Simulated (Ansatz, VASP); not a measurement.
## Two plane-wave programs on GaN

The input INCAR:

```
SYSTEM = GaN
ALGO     = Normal         ! electronic algorithm
EDIFF    = 1E-7           ! SCF threshold, eV
ENCUT    = 520            ! plane-wave cutoff, eV
GGA      = PE             ! functional
ISIF     = 2              ! what is computed and relaxed
ISMEAR   = 0              ! smearing method
LASPH    = .True.         ! aspherical terms in the spheres
LCHARG   = .False.        ! write CHGCAR
LREAL    = .False.        ! projectors in reciprocal space
LWAVE    = .False.        ! write WAVECAR
NBANDS   = 16             ! bands
NELM     = 100            ! most SCF steps
PREC     = Accurate       ! precision mode
SIGMA    = 0.01           ! smearing width, eV
```

Contents of KPOINTS:

```
k-points
0
Gamma
  8 8 8
  0 0 0
```

The input POSCAR:

```
GaN
1.0
    0.0000000000      2.2512057904      2.2512057904
    2.2512057904      0.0000000000      2.2512057904
    2.2512057904      2.2512057904      0.0000000000
Ga N
1 1
Direct
    0.0000000000      0.0000000000      0.0000000000
    0.2500000000      0.2500000000      0.2500000000
```

Input for Ansatz:

```yaml
crystal:
  lattice:
    - [0.0, 2.2512057904, 2.2512057904]
    - [2.2512057904, 0.0, 2.2512057904]
    - [2.2512057904, 2.2512057904, 0.0]
  atoms:
    - { symbol: Ga, position: [0.0, 0.0, 0.0] }
    - { symbol: "N", position: [0.25, 0.25, 0.25] }
kpoints:
  mp_grid: { grid: [8, 8, 8] }
hamiltonian:
  xc: pbe
scf:
  occupations: { method: fixed }
  n_extra_bands: 4
output:
  forces: true
  stress: true
  eigenvalues: true
```

Alike in both runs: task single point; functional PBE; k mesh 8 × 8 × 8; no spin polarisation.

|  | VASP | Ansatz |
| --- | --- | --- |
| version | VASP 6.6.1 | Ansatz 0.2.0 |
| potentials or method | VASP PAW PBE potentials, release 64 (Ga_d, N) | plane waves, PAW |
| plane-wave cutoff (eV) | 520 | 420 |
| occupations | gaussian, width 0.01 eV | fixed |
| valence electrons in the cell | 18 | 18 |

```tsv
	VASP	Ansatz	Ansatz less VASP
gap on the k mesh at the Fermi level (eV)	1.74	1.74	-0.008
pressure (GPa)	5.6	5.6	-0.03
```

PBE gaps usually lie below the measured ones, often by a third to a half.
